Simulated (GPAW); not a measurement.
The system is Sn.

```
Sn
1.0
    -1.89465    1.89465    1.89465
     1.89465   -1.89465    1.89465
     1.89465    1.89465   -1.89465
Sn
1
Direct
  0.00000 0.00000 0.00000
```

This isn't the form of Sn at room conditions, which is tetragonal (white tin).

```yaml
Program: GPAW 26.7.0
Task: relaxation of cell and atoms
Functional: LDA
Potentials_or_basis: the program's PAW data sets (release 1.2.1) made for this functional
Cutoff: 600 eV
Basis: pw
k_mesh: 7 × 7 × 7
Occupations: fermi-dirac, width 0.05 eV
Spin: no spin polarisation
```

At the start: pressure -3.4 GPa; volume 27.20 Å³/atom.

Question: How do energy, volume and symmetry change on relaxing?

Answer: Over 4 steps the energy falls by 18.3 meV/atom and the volume is 25.56 Å³/atom (-6.0 %); space group Im-3m (No. 229, to 0.05 Å).

The path:
| step | energy change (eV) | largest force (eV/Å) | pressure (GPa) | volume (Å³) |
| --- | --- | --- | --- | --- |
| 1 | 0.0000 | 0.0000 | -3.35 | 27.20 |
| 2 | -0.0113 | 0.0000 | -2.17 | 26.55 |
| 3 | -0.0182 | 0.0000 | 0.24 | 25.46 |
| 4 | -0.0183 | 0.0000 | -0.01 | 25.56 |

Final structure:
```
Sn
1.0
    -1.85567    1.85567    1.85567
     1.85567   -1.85567    1.85567
     1.85567    1.85567   -1.85567
Sn
1
Direct
  0.00000 0.00000 0.00000
```

Caveat: later steps reuse the first step's grids.
